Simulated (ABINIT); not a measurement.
# V (Im-3m) in ABINIT: settings compared

The runs below take V through band structure, equation of state, with rPW86PBE, PBE.

Program: ABINIT 10.8.3 (patched build). These are calculated values, not measurements. Logs are shortened: lines on timing, memory, paths and dates and some standing lists are left out, and cuts for length are marked. The log counts tension as positive stress, the text compression.

**1. Starting point**

It takes space group Im-3m (No. 229, cubic). Conventional cell: a = 3.029 Å, b = 3.029 Å, c = 3.029 Å, α = 90.00°, β = 90.00°, γ = 90.00°. V (site symmetry m-3m) has 8 V at 2.62 Å as nearest neighbours.

**2. Band structure, rPW86PBE, collinear spin, ferromagnetic start**

Input file run.abi:

```
# Datasets: ground state, then fixed potential
ndtset 2

# Pseudopotentials
pp_dirpath "./"
pseudos "V.GGA_PBE-JTH.xml"

# Structure
acell 2.6229311404 2.6229311404 2.6229311404 Angstrom
rprim
    -0.5773502692     0.5773502692     0.5773502692
     0.5773502692    -0.5773502692     0.5773502692
     0.5773502692     0.5773502692    -0.5773502692
ntypat 1
znucl 23
natom 1
typat 1
xred
     0.0000000000     0.0000000000     0.0000000000

# Plane-wave basis
ecut 408.170794 eV
pawecutdg 30.0

# Exchange and correlation
ixc -144130

# Bands and occupations
occopt 3
tsmear 0.05 eV

# Spin
nsppol 2
spinat
     0.0000000000     0.0000000000     2.0000000000

# SCF cycle
nstep 100

# Output
iomode 3
prtwf 0
prteig 0
prtebands 0
enunit 1
prtden1 1

# Dataset 1
kptopt1 1
ngkpt1 12 12 12
nshiftk1 1
shiftk1 0.0 0.0 0.0
nband1 11
tolvrs1 1.0e-9

# Dataset 2: bands along G-H-N-G-P-H
iscf2 -2
getden2 1
nband2 15
nbdbuf2 2
tolwfr2 1.0e-12
kptopt2 -5
ndivsm2 5
prteig2 1
kptbounds2
     0.0000000000     0.0000000000     0.0000000000
     0.5000000000    -0.5000000000     0.5000000000
     0.0000000000     0.0000000000     0.5000000000
     0.0000000000     0.0000000000     0.0000000000
     0.2500000000     0.2500000000     0.2500000000
     0.5000000000    -0.5000000000     0.5000000000
```

Potentials or basis: JTH PAW PBE v2.0.

Run with:

```bash
$ abinit run.abi > log 2>&1
```

run.abo:

```text
.Version 10.8.3 of ABINIT
 DATASET    1 : space group Im -3 m (#229); Bravais cI (body-center cubic)
================================================================================
 Values of the parameters that define the memory need for DATASET  1.
     intxc =       0    ionmov =       0      iscf =      17    lmnmax =      18
     lnmax =       6     mgfft =      18  mpssoang =       3    mqgrid =    3001
     natom =       1  nloc_mem =       2    nspden =       2   nspinor =       1
    nsppol =       2      nsym =      48    n1xccc =       1    ntypat =       1
    occopt =       3   xclevel =       2
       mpw =         276          nfft =        5832          nkpt =          72
 PAW method is used; the additional fine FFT grid is defined by:
   mgfftf=        27    nfftf =     19683
================================================================================
================================================================================

 DATASET    2 : space group Im -3 m (#229); Bravais cI (body-center cubic)
================================================================================
 Values of the parameters that define the memory need for DATASET  2.
     intxc =       0    ionmov =       0      iscf =      -2    lmnmax =      18
     lnmax =       6     mgfft =      18  mpssoang =       3    mqgrid =    3001
     natom =       1  nloc_mem =       2    nspden =       2   nspinor =       1
    nsppol =       2      nsym =      48    n1xccc =       1    ntypat =       1
    occopt =       3   xclevel =       2
       mpw =         276          nfft =        5832          nkpt =          30
 PAW method is used; the additional fine FFT grid is defined by:
   mgfftf=        27    nfftf =     19683
================================================================================
================================================================================

--------------------------------------------------------------------------------
------------- Echo of variables that govern the present computation ------------
--------------------------------------------------------------------------------
 -outvars: echo values of preprocessed input variables --------
            acell      4.9566215025E+00  4.9566215025E+00  4.9566215025E+00 Bohr
              amu      5.09415000E+01
[... 810 lines left out ...]
  11.49561   13.09411   27.13980   28.46923   28.46923   28.98093   38.64258
 kpt#   5, nband= 15, wtk=  1.00000, kpt=  0.2857 -0.2857  0.2857 (reduced coord)
 -53.74271  -27.69190  -27.54031  -27.54031    7.55516    8.88551   11.08367   11.08367
  12.19439   13.94060   25.75552   25.75552   26.66763   27.69705   40.86702
 kpt#   6, nband= 15, wtk=  1.00000, kpt=  0.3571 -0.3571  0.3571 (reduced coord)
 -53.68830  -27.75164  -27.65478  -27.65478    7.69920    7.93698   11.95105   11.95105
[... 58 lines left out ...]
 kpt#  26, nband= 15, wtk=  1.00000, kpt=  0.3333  0.0000  0.3333 (reduced coord)
 -53.73909  -27.76450  -27.76450  -27.30946    8.41389    9.04162    9.04162   12.53013
  12.53013   18.65252   18.65252   20.65779   28.26931   34.71432   34.71432
 kpt#  27, nband= 15, wtk=  1.00000, kpt=  0.3750 -0.1250  0.3750 (reduced coord)
 -53.71576  -27.78893  -27.78893  -27.36198    8.59817    8.59817    9.19046   12.60556
  12.60556   18.88303   18.88303   20.66180   31.38713   31.38713   32.71353
 kpt#  28, nband= 15, wtk=  1.00000, kpt=  0.4167 -0.2500  0.4167 (reduced coord)
 -53.68249  -27.78539  -27.78539  -27.52613    7.90502    7.90502   10.73518   12.93998
  12.93998   19.37453   19.37453   20.58084   28.75476   28.75476   34.37718
 kpt#  29, nband= 15, wtk=  1.00000, kpt=  0.4583 -0.3750  0.4583 (reduced coord)
 -53.65288  -27.77158  -27.77158  -27.69469    7.32622    7.32622   12.56294   13.33340
  13.33340   19.79325   19.79325   20.25220   27.01032   27.01032   32.06433
 kpt#  30, nband= 15, wtk=  1.00000, kpt=  0.5000 -0.5000  0.5000 (reduced coord)
 -53.64099  -27.76461  -27.76461  -27.76461    7.10725    7.10725   13.51082   13.51082
  13.51082   19.94971   19.94971   19.94971   26.38964   26.38964   31.00783
 Eigenvalues (   eV  ) for nkpt=  30  k points, SPIN DOWN:
 kpt#   1, nband= 15, wtk=  1.00000, kpt=  0.0000  0.0000  0.0000 (reduced coord)
 -53.93308  -27.20888  -27.20888  -27.20888    3.46448   10.35681   10.35681   10.35681
  12.28323   12.28323   30.36156   30.36156   30.36156   36.81994   36.81994
 kpt#   2, nband= 15, wtk=  1.00000, kpt=  0.0714 -0.0714  0.0714 (reduced coord)
 -53.91636  -27.26580  -27.23468  -27.23468    3.86180   10.33536   10.33536   10.49655
  11.97693   12.39731   29.40919   30.59803   30.59803   34.75148   38.37285
 kpt#   3, nband= 15, wtk=  1.00000, kpt=  0.1429 -0.1429  0.1429 (reduced coord)
 -53.87066  -27.40785  -27.30797  -27.30797    4.95826   10.34774   10.34774   10.89612
  11.14813   12.68722   28.04586   30.39467   30.39467   31.50978   37.17244
 kpt#   4, nband= 15, wtk=  1.00000, kpt=  0.2143 -0.2143  0.2143 (reduced coord)
 -53.80784  -27.56972  -27.41648  -27.41648    6.42446   10.02796   10.55480   10.55480
  11.49561   13.09411   27.13980   28.46923   28.46923   28.98093   38.64258
 kpt#   5, nband= 15, wtk=  1.00000, kpt=  0.2857 -0.2857  0.2857 (reduced coord)
 -53.74270  -27.69190  -27.54031  -27.54031    7.55516    8.88551   11.08368   11.08368
  12.19439   13.94060   25.75552   25.75552   26.66763   27.69705   40.86702
 kpt#   6, nband= 15, wtk=  1.00000, kpt=  0.3571 -0.3571  0.3571 (reduced coord)
 -53.68830  -27.75164  -27.65478  -27.65478    7.69920    7.93698   11.95105   11.95105
[... 59 lines left out ...]
 -53.73908  -27.76449  -27.76449  -27.30946    8.41389    9.04162    9.04162   12.53013
  12.53013   18.65252   18.65252   20.65779   28.26931   34.71432   34.71432
 kpt#  27, nband= 15, wtk=  1.00000, kpt=  0.3750 -0.1250  0.3750 (reduced coord)
 -53.71576  -27.78893  -27.78893  -27.36197    8.59818    8.59818    9.19046   12.60556
  12.60556   18.88303   18.88303   20.66180   31.38713   31.38713   32.71353
 kpt#  28, nband= 15, wtk=  1.00000, kpt=  0.4167 -0.2500  0.4167 (reduced coord)
 -53.68249  -27.78539  -27.78539  -27.52613    7.90503    7.90503   10.73518   12.93999
  12.93999   19.37453   19.37453   20.58085   28.75476   28.75476   34.37718
 kpt#  29, nband= 15, wtk=  1.00000, kpt=  0.4583 -0.3750  0.4583 (reduced coord)
 -53.65288  -27.77158  -27.77158  -27.69469    7.32622    7.32622   12.56294   13.33340
  13.33340   19.79325   19.79325   20.25220   27.01032   27.01032   32.06433
 kpt#  30, nband= 15, wtk=  1.00000, kpt=  0.5000 -0.5000  0.5000 (reduced coord)
 -53.64099  -27.76461  -27.76461  -27.76461    7.10725    7.10725   13.51082   13.51082
  13.51082   19.94971   19.94971   19.94971   26.38964   26.38964   31.00783

== END DATASET(S) ==============================================================
================================================================================

 -outvars: echo values of variables after computation  --------
            acell      4.9566215025E+00  4.9566215025E+00  4.9566215025E+00 Bohr
           etotal1    -7.2167421527E+01
            fcart1    -0.0000000000E+00 -0.0000000000E+00 -0.0000000000E+00
            rprim     -5.7735026920E-01  5.7735026920E-01  5.7735026920E-01
                       5.7735026920E-01 -5.7735026920E-01  5.7735026920E-01
                       5.7735026920E-01  5.7735026920E-01 -5.7735026920E-01
           strten1     8.5026648742E-06  8.5026648742E-06  8.5026648742E-06
                       0.0000000000E+00  0.0000000000E+00  0.0000000000E+00
 Calculation completed.
```

Run time: 29 s. Hardware: 1 thread of Arm Neoverse V1, shared host; peak memory 0.11 GiB.

What came out:

```yaml
Free_energy: -1963.7756 eV
Pressure: -0.3 GPa
Band_gap_on_the_k_mesh: none (metal or under the smearing width)
Net_moment: 0.00 μB per cell
Valence_electrons_inside_the_program's_atomic_spheres: V 11.22 (radii [1.1698] Å)
```

Levels at the corners of the path, in eV from the Fermi level:
Spin up:
| point | band 2 | band 3 | band 4 | band 5 | band 6 | band 7 | band 8 | band 9 | band 10 | band 11 |
| --- | --- | --- | --- | --- | --- | --- | --- | --- | --- | --- |
| Γ | -37.16 | -37.16 | -37.16 | -6.49 | 0.40 | 0.40 | 0.40 | 2.33 | 2.33 | 20.41 |
| H | -37.72 | -37.72 | -37.72 | -2.85 | -2.85 | 3.56 | 3.56 | 3.56 | 10.00 | 10.00 |
| N | -37.97 | -37.42 | -37.17 | -3.05 | -1.06 | 1.58 | 2.32 | 2.67 | 3.93 | 9.78 |
| Γ | -37.16 | -37.16 | -37.16 | -6.49 | 0.40 | 0.40 | 0.40 | 2.33 | 2.33 | 20.41 |
| P | -37.56 | -37.56 | -37.56 | -1.07 | -1.07 | -1.07 | 2.73 | 2.73 | 10.09 | 10.09 |
| H | -37.72 | -37.72 | -37.72 | -2.85 | -2.85 | 3.56 | 3.56 | 3.56 | 10.00 | 10.00 |
Spin down:
| point | band 2 | band 3 | band 4 | band 5 | band 6 | band 7 | band 8 | band 9 | band 10 | band 11 |
| --- | --- | --- | --- | --- | --- | --- | --- | --- | --- | --- |
| Γ | -37.16 | -37.16 | -37.16 | -6.49 | 0.40 | 0.40 | 0.40 | 2.33 | 2.33 | 20.41 |
| H | -37.72 | -37.72 | -37.72 | -2.85 | -2.85 | 3.56 | 3.56 | 3.56 | 10.00 | 10.00 |
| N | -37.97 | -37.42 | -37.17 | -3.05 | -1.06 | 1.58 | 2.32 | 2.67 | 3.93 | 9.78 |
| Γ | -37.16 | -37.16 | -37.16 | -6.49 | 0.40 | 0.40 | 0.40 | 2.33 | 2.33 | 20.41 |
| P | -37.56 | -37.56 | -37.56 | -1.07 | -1.07 | -1.07 | 2.73 | 2.73 | 10.09 | 10.09 |
| H | -37.72 | -37.72 | -37.72 | -2.85 | -2.85 | 3.56 | 3.56 | 3.56 | 10.00 | 10.00 |

Caveat: the PAW data sets were made with another functional, which shifts forces and pressure a little.

**3. Equation of state, PBE, collinear spin, ferromagnetic start**

Input file run.abi:

```
# Datasets: one volume each
ndtset 7
getwfk -1
scalecart1 3*0.9795861087
scalecart2 3*0.9864848297
scalecart3 3*0.9932883884
scalecart4 3*1.0000000000
scalecart5 3*1.0066227096
scalecart6 3*1.0131594038
scalecart7 3*1.0196128224

# Pseudopotentials
pp_dirpath "./"
pseudos "V.GGA_PBE-JTH.xml"

# Structure
acell 4.9566214992 4.9566214992 4.9566214992
rprim
    -0.5773502692     0.5773502692     0.5773502692
     0.5773502692    -0.5773502692     0.5773502692
     0.5773502692     0.5773502692    -0.5773502692
ntypat 1
znucl 23
natom 1
typat 1
xred
     0.0000000000     0.0000000000     0.0000000000

# Plane-wave basis
ecut 10.0
pawecutdg 20.0

# k points
kptopt 1
ngkpt 12 12 12
nshiftk 1
shiftk 0.0 0.0 0.0

# Exchange and correlation
ixc 11

# Bands and occupations
nband 11
occopt 3
tsmear 0.05 eV

# Spin
nsppol 2
spinat
     0.0000000000     0.0000000000     2.0000000000

# SCF cycle
nstep 100
tolvrs 1.0e-9

# Output
iomode 3
prtwf 1
prtden 0
prteig 0
prtebands 0
enunit 2
```

Potentials or basis: JTH PAW PBE v2.0.

Run with:

```bash
$ abinit run.abi > log 2>&1
```

It took 52 s on 1 thread of Arm Neoverse V1, shared host; peak memory 0.13 GiB.

Results (log left out):

```
Equilibrium volume                      : 13.51 Å³/atom
Bulk modulus                            : 181 GPa
Pressure derivative of the bulk modulus : 4.3 (rough: it moves with the points fitted)
```

Energy against volume, from the lowest point:
| volume (Å³/atom) | energy (meV/atom) |
| --- | --- |
| 13.058 | 9.08 |
| 13.336 | 1.41 |
| 13.613 | 0.00 |
| 13.891 | 6.22 |
| 14.169 | 16.22 |
| 14.447 | 32.67 |
| 14.725 | 52.89 |

Caveat: the cutoff is too short for stress, so the log's stress isn't used; pressures at fixed basis lie under the slope of the energies.
